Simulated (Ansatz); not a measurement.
input.yaml (Ansatz)

```yaml
crystal:
  lattice:
    - [-2.8758027451, 2.511067646, 1.5118970017]
    - [2.511067646, -2.8758027451, 1.5118970017]
    - [3.8220073324, 3.8220073324, -2.1799100038]
  atoms:
    - { symbol: Te, position: [0.012772323, 0.987227677, 1.0] }
    - { symbol: Te, position: [0.737227677, 0.262772323, 0.5] }
hamiltonian:
  xc: lda
  pseudopotentials:
    kind: paw_fr
    azcp:
      Te: "pseudopotentials/Te.paw.azcp"
basis:
  ecutwfc: 420
  fft_grid_basis: typed
kpoints:
  mp_grid: { grid: [13, 13, 7], shift: [0, 0, 0] }
magnetization:
  noncollinear: true
  spin_orbit: true
scf:
  occupations: { method: fermi_dirac, width: 0.1 }
```

and its output:

```
Warning: the record states the generating functional pbe (its physics header spells it `PBE`), which answers neither for hamiltonian.xc's functional nor for the lda family's — results may be inconsistent (PPs are generated against a specific XC)
Engine: ansatz 0.2.0, aarch64-unknown-linux-gnu
Pseudopotentials: kind: paw_fr
Pseudopotential: Te, paw_fr, valence charge 16, recommended cutoff 420 eV (normal) 
Functional definition: SPW92
  exchange = slater_x
  correlation = pw_c
non-collinear run that drives no moment, with spin-orbit: no starting moment large enough to seed its density (crystal.atoms[].spin), no starting occupations that ask for one, no magnetisation constraint and no magnetic field, so the semilocal B_xc is pinned to zero
Crystal: 2 atoms, lattice volume = 57.973 Å³
Basis set: ecut = 420 eV, 1109 PW (Γ)
Bands: 40, of which v1, the nominal top of the filled ones, is band 32 counted from 1 (31 counted from 0)
Symmetry: 4 space group operations + 4 with time reversal
Magnetic group: BNS 15.86 (UNI 93), of the structure as read, at distance tolerance 3.9e-5 Å
k-points: 322 of 1183
Projection manifold: j_resolved (fully-relativistic pseudo-atomic orbitals)
Non-local potential: Te, projectors of the file, l = 0: 2, l = 1: 4, l = 2: 4, l = 3: 4
PAW form: soft (Blöchl's): semilocal exchange-correlation on the pseudo side does not see the compensation charge
PAW frozen core: Te, regenerated for the run's functional, and the local potential with it (the file was generated under x = pbe(κ = 0.804, μ = 0.2195149727645171), c = pbe(β = 0.06672455060314922))
PAW one-centre angular grid: Te, 590 points (default); XC on 64 Gauss nodes
Initial density: superposition of atomic densities (chi_scale 0.1, normalization cell)
Initial wavefunctions: pseudopotential atomic-orbital guess
Functional: x = slater, c = lda
SCF iter   1: F=—  HF=-13659.452626 eV  |F-HF|=—  |Δ(HF+E_count)|=         —  Δρ=1.05e-2  dr2=4.18e-2  dr2_m=0.00e0 (ungated)  ethr=3.10e-3  |M|=0.00e0 ∫|m|=0.00e0 μB  |m|>n=0.0e0 m-floor=0.0e0 τ_xc=0.0e0  β_m=0.30  ⟨swp⟩=10.9  Hψ=36222  notcnv=0
spin=Noncollinear: Kerker preconditioning applied to the charge; magnetization (m_x, m_y, m_z) channels mix plain (no charge-response kernel on spin).
SCF iter   2: F=—  HF=-13659.447594 eV  |F-HF|=—  |Δ(HF+E_count)|=   5.03e-3  Δρ=8.12e-3  dr2=2.53e-2  dr2_m=0.00e0 (ungated)  ethr=1.31e-4  |M|=0.00e0 ∫|m|=0.00e0 μB  |m|>n=0.0e0 m-floor=0.0e0 τ_xc=0.0e0  β_m=0.65  ⟨swp⟩=1.2  Hψ=7839  notcnv=0
SCF iter   3: F=—  HF=-13659.442172 eV  |F-HF|=—  |Δ(HF+E_count)|=   5.42e-3  Δρ=1.21e-3  dr2=6.50e-4  dr2_m=0.00e0 (ungated)  ethr=7.90e-5  |M|=0.00e0 ∫|m|=0.00e0 μB  |m|>n=0.0e0 m-floor=0.0e0 τ_xc=0.0e0  β_m=0.63  ⟨swp⟩=3.0  Hψ=12833  notcnv=0
SCF iter   4: F=—  HF=-13659.441595 eV  |F-HF|=—  |Δ(HF+E_count)|=   5.77e-4  Δρ=5.75e-4  dr2=1.63e-4  dr2_m=0.00e0 (ungated)  ethr=2.03e-6  |M|=0.00e0 ∫|m|=0.00e0 μB  |m|>n=0.0e0 m-floor=0.0e0 τ_xc=0.0e0  β_m=0.81  ⟨swp⟩=2.0  Hψ=11542  notcnv=0
SCF iter   5: F=—  HF=-13659.441531 eV  |F-HF|=—  |Δ(HF+E_count)|=   6.39e-5  Δρ=1.35e-4  dr2=1.30e-5  dr2_m=0.00e0 (ungated)  ethr=5.10e-7  |M|=0.00e0 ∫|m|=0.00e0 μB  |m|>n=0.0e0 m-floor=0.0e0 τ_xc=0.0e0  β_m=0.91  ⟨swp⟩=2.0  Hψ=11485  notcnv=0
SCF iter   6: F=—  HF=-13659.441530 eV  |F-HF|=—  |Δ(HF+E_count)|=   1.22e-6  Δρ=4.09e-5  dr2=1.56e-6  dr2_m=0.00e0 (ungated)  ethr=4.06e-8  |M|=0.00e0 ∫|m|=0.00e0 μB  |m|>n=0.0e0 m-floor=0.0e0 τ_xc=0.0e0  β_m=0.95  ⟨swp⟩=1.3  Hψ=6494  notcnv=0
SCF iter   7: F=—  HF=-13659.441529 eV  |F-HF|=—  |Δ(HF+E_count)|=   6.62e-7  Δρ=1.07e-5  dr2=1.04e-7  dr2_m=0.00e0 (ungated)  ethr=4.87e-9  |M|=0.00e0 ∫|m|=0.00e0 μB  |m|>n=0.0e0 m-floor=0.0e0 τ_xc=0.0e0  β_m=0.97  ⟨swp⟩=2.6  Hψ=11401  notcnv=0
SCF iter   8: F=-13659.441529 eV  HF=-13659.441529 eV  |F-HF|=1.54e-8  |Δ(HF+E_count)|=   3.67e-8  Δρ=4.32e-6  dr2=1.57e-8  dr2_m=0.00e0 (ungated)  ethr=3.13e-10  |M|=0.00e0 ∫|m|=0.00e0 μB  |m|>n=0.0e0 m-floor=0.0e0 τ_xc=0.0e0  ⟨swp⟩=2.9  Hψ=13721  notcnv=0
SCF 1 converged in 8 iterations: F = -13659.441529 eV  dr2 = 1.57e-8
SCF converged after 8 iterations
Magnetization: |M| = 0.0000 μB,  M = (+0.0000, +0.0000, +0.0000) μB
Absolute magnetization: 0.0000 μB (∫|m|)
  site 0: m = (+0.0000, +0.0000, +0.0000) μB, |m| = 0.0000 μB  (R = 1.24 Å)
  site 1: m = (+0.0000, +0.0000, +0.0000) μB, |m| = 0.0000 μB  (R = 1.24 Å)
Free energy (F): -13659.441529 eV
Harris-Foulkes:  -13659.441529 eV  (|F-HF|=1.54e-8)
Internal energy: -13659.398427 eV  (E = F + TS)
E sigma→0 (E₀):  -13659.419978 eV
Entropy (-TS):   -0.043102 eV (-21.551 meV/atom)
Fermi energy:    10.857904 eV
--- Per-component energies (eV) ---
  E_band       = -468.210579
  E_kinetic    = 365.009115
  E_local      = -2181.138162  (includes V_loc(G=0)·N_el)
  E_nonlocal   = -609.000487
  E_hartree    = 1465.994797
  E_xc         = -248.860823
  E_vxc        = -210.990546  (∫ρ·V_xc dr)
  E_paw        = -9024.988751  (= ΣΔE_a)
  E_vpaw       = -764.073175  (= ΣTr[D̂ρ^β])
  E_aug_tail   = -0.000408  (compensation charges beyond the density's cutoff)
  E_ewald      = -3427.784890
  E_core_change = 1.371181  (= ΣΔE_core)
  E_smearing   = -0.043102  (= −TS)
  E_closure    = 0.000000  (closes the sum)
  Σ components = -13659.441529   (vs F -13659.441529, Δ=0.00e0)
```
